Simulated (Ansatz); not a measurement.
Runs of Ansatz 0.2.0 on C. Symmetry: Fd-3m, No. 227, cubic system. The conventional cell has a = 3.567 Å, b = 3.567 Å, c = 3.567 Å, α = 90.00°, β = 90.00°, γ = 90.00°. C (site symmetry -43m) is surrounded by 4 C at 1.54 Å. This isn't the form of C at room conditions, which is graphite.

```tsv
task	level	potentials or basis	cell	k mesh	cutoff (eV)	smearing	points for each segment of the path	atoms under strain	mesh quality	gap on the mesh (eV)	pressure (GPa)	V0 of scaled cells (Å³/atom)	B0 (GPa)
equation of state	BPBE	Ansatz PAW	as given	13 × 13 × 13	420	fermi-dirac 0.05 eV	-	-	not flagged	-	-	5.70	(b)
equation of state	revPBE0	Ansatz PAW	as given	7 × 7 × 7	420	fermi-dirac 0.05 eV	-	-	coarse	-	-	5.61	464
relaxation of cell and atoms	m-r2SCAN	Ansatz PAW	relaxed	13 × 13 × 13	500	fermi-dirac 0.05 eV	-	-	not flagged	4.38	0.0	-	-
band structure	revPBE	Ansatz PAW	as given	13 × 13 × 13	420	fermi-dirac 0.05 eV	14	-	not flagged	(c)	6.4	-	-
equation of state	PBEsol	PseudoDojo PBEsol	as given	13 × 13 × 13	1116	fermi-dirac 0.05 eV	-	-	not flagged	-	-	5.63	449
band structure	revPBE0	Ansatz PAW	as given	7 × 7 × 7	420	fermi-dirac 0.05 eV	4	-	coarse	6.16	-4.7	-	-
equation of state	BLYP	Ansatz PAW	as given	13 × 13 × 13	420	fermi-dirac 0.05 eV	-	-	not flagged	-	-	5.82	408
elastic constants	PBEsol	Ansatz PAW	as given	11 × 11 × 11	420	fixed	-	clamped	not flagged	4.01	(a)	-	-
equation of state	r2SCAN+D3(BJ)	Ansatz PAW	as given	13 × 13 × 13	500	fermi-dirac 0.05 eV	-	-	not flagged	-	-	5.61	455
```

Alike in all rows: no spin polarisation.

Fill in the values left out.

(a) -4.8; (b) 432; (c) 4.14.

Caveats: some runs use coarse meshes; the PAW data sets come from PBE, with cores solved anew for the run's functional, which leaves a small shift of forces and pressure (some runs); the potentials were made for another functional, which shifts forces and pressure (some runs); odd divisions of the mesh miss points on the zone boundary, where band edges often lie, so the gap on the mesh can be too wide (some runs); the plane-wave basis is chosen anew once the cell has moved, so the energies of steps on either side of that aren't comparable (some runs); the k mesh misses the band edges, so the gap on the mesh is wider than the one along the path (some runs); the thresholds are loose for stress (some runs); the cell is more than 3 GPa from zero pressure, which shifts response properties (some runs).

Runs at the PBE level aren't shown here.
